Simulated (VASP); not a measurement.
Crystal: WC (Qusongite).

```
W C
1.0
     2.90650    0.00000    0.00000
    -1.45325    2.51710    0.00000
     0.00000    0.00000    2.83660
W C
1 1
Direct
  0.00000 0.00000 0.00000
  0.66667 0.33333 0.50000
```

Base run:

| Item | Value |
| --- | --- |
| Program | VASP 6.6.1 |
| Functional | SCAN |
| Potentials or basis | VASP PAW PBE potentials, release 64 (W_sv, C) |
| Cutoff | 520 eV |
| k mesh | 10 × 10 × 9 |
| Occupations | fermi-dirac, width 0.05 eV |
| Spin | no spin polarisation |

Its results: pressure -1.8 GPa.

Question: The run is repeated on the same cell with these changes: functional from SCAN to PBE; occupations from fermi-dirac, width 0.05 eV to gaussian, width 0.012 eV. What comes out?

Answer: Pressure 6.7 GPa.

Caveats: the PAW data sets were made with another functional, which shifts forces and pressure a little (some runs).
